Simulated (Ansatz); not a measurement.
# WS2: the cost of one run

Method: DFT PBE+D3(BJ), scalar-relativistic, plane waves, PAW, in Ansatz 0.2.0.

1 further run of the same task is left out (it didn't finish).

## (1) The structure to begin with

It takes space group R3m (No. 160, trigonal). Conventional cell: a = 3.158 Å, b = 3.158 Å, c = 18.490 Å, α = 90.00°, β = 90.00°, γ = 120.00°. Around W (site symmetry 3m) lie 6 S at 2.39 to 2.42 Å. Around S (site symmetry 3m) lie 3 W at 2.39 Å. Around S (site symmetry 3m) lie 3 W at 2.42 Å.

As a file:

```xyz
3
Lattice="1.5790 0.9116 6.1633 -1.5790 0.9116 6.1633 0.0000 -1.8233 6.1633" Properties=species:S:1:pos:R:3 pbc="T T T"
W     0.0000    0.0000    0.0000
S     0.0000    0.0000   13.8730
S     0.0000    0.0000   10.7427
```

Source of the structure: the Crystallography Open Database.

## (8) Plan of the scan

Atoms count from 1 in the order of the input.

The upper layer of a bilayer is slid over the lower one; relaxed at each slide: nothing; the origin of the map has S4 above S3; the distance between the facing planes is held at 3.64 Å.

- slide of the upper layer along the first cell vector, from S4 above S3: 6 values from 0.000 to 0.833, periodic
- slide of the upper layer along the second cell vector, from S4 above S3: 6 values from 0.000 to 0.833, periodic

Nothing else is relaxed. Points are written as (first, second).

The two vectors of the plane (Å): (3.159, 0.000, 0.000); (-1.580, 2.736, 0.000).

(The set-up runs are not shown.)

## (9) Grid point (0/6, 0/6) of the map's two axes

input.yaml reads:

```yaml
crystal:
  lattice:
    - [3.1595456749, 0.0, 0.0]
    - [-1.5797728375, 2.7362468188, 0.0]
    - [0.0, 0.0, 23.8042574588]
  atoms:
    - { symbol: S, position: [0.3333333333, 0.6666666667, 0.1890418135] }
    - { symbol: W, position: [0.6666666667, 0.3333333333, 0.2552511583] }
    - { symbol: S, position: [0.3333333333, 0.6666666667, 0.3214605094] }
    - { symbol: S, position: [0.3333333333, 0.6666666667, 0.4743743319] }
    - { symbol: W, position: [0.6666666667, 0.3333333333, 0.5405836767] }
    - { symbol: S, position: [0.3333333333, 0.6666666667, 0.6067930278] }
basis:
  ecutwfc: 420
kpoints:
  mp_grid: { grid: [9, 9, 1] }
hamiltonian:
  xc: pbe
  pseudopotentials: { kind: paw, azcp: { folder: soft_1 } }
  dispersion: d3bj
scf:
  occupations: { method: gaussian, width: 0.05 }
output:
  forces: true
  eigenvalues: true
efield:
  axis: 3
  dipole_correction: true
  ramp_width: 0.04
```

On the command line:

```
ansatz run input.yaml --threads 1 --pin off --max-ram 3072MiB --backend cpu --events-out ev --progress --plain --runs-dir out
```

**Question.** How long does this run take on 1 thread of AMD EPYC, shared host, and how much memory does it need?

About 22 s, with a peak of 0.44 GiB.
